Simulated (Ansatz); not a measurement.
Method: DFT PBE, scalar-relativistic, plane waves, PAW in Ansatz 0.2.0. All cells share a 420 eV cutoff and Γ-centred k meshes spaced at most about 0.3 Å⁻¹ (about 0.25 or finer for metals, 2π included). No spin polarisation in the final relaxations.

All energies are static (0 K, no zero-point motion).

Two forms of BAs were relaxed alike.

1.

```xyz
6
Lattice="3.2338 0.0000 0.0000 0.0000 3.2890 0.0000 0.0000 0.0000 8.2244" Properties=species:S:1:pos:R:3 pbc="T T T"
B     1.6169    1.6445    1.4371
B     1.6169    1.6445    6.7873
B     0.0000    0.0000    4.1122
As    1.6169    0.0000    2.6590
As    0.0000    1.6445    0.0000
As    1.6169    0.0000    5.5654
```

2.

```xyz
2
Lattice="0.0000 2.3070 2.3070 2.3070 0.0000 2.3070 2.3070 2.3070 0.0000" Properties=species:S:1:pos:R:3 pbc="T T T"
B     2.3070    2.3070    2.3070
As    0.0000    0.0000    0.0000
```

Question: Which form is favoured at zero pressure, and by what margin per atom?

Answer: Cell 1 is lower, by 189 meV/atom. Cell 1 has space group Pmmm (No. 47), 14.6 Å³/atom and no gap on its mesh; cell 2 has the rock salt type, space group Fm-3m (No. 225), 12.3 Å³/atom and no gap. Counting As atoms around B (those within 1.25 times the shortest such distance or 1.15 times the sum of covalent radii), cell 1 has B 4 and cell 2 has B 6. The lower one is the more open, so pressure narrows the difference. Even the lower one lies +0.68 eV/atom against the reference forms of the elements (uncorrected), so neither is stable at this level. Both come from invented guesses. The part of the Crystallography Open Database at hand lists BAs in space group No. 216, which no cell shown has.

Cells relaxed within their symmetry can be saddle points.
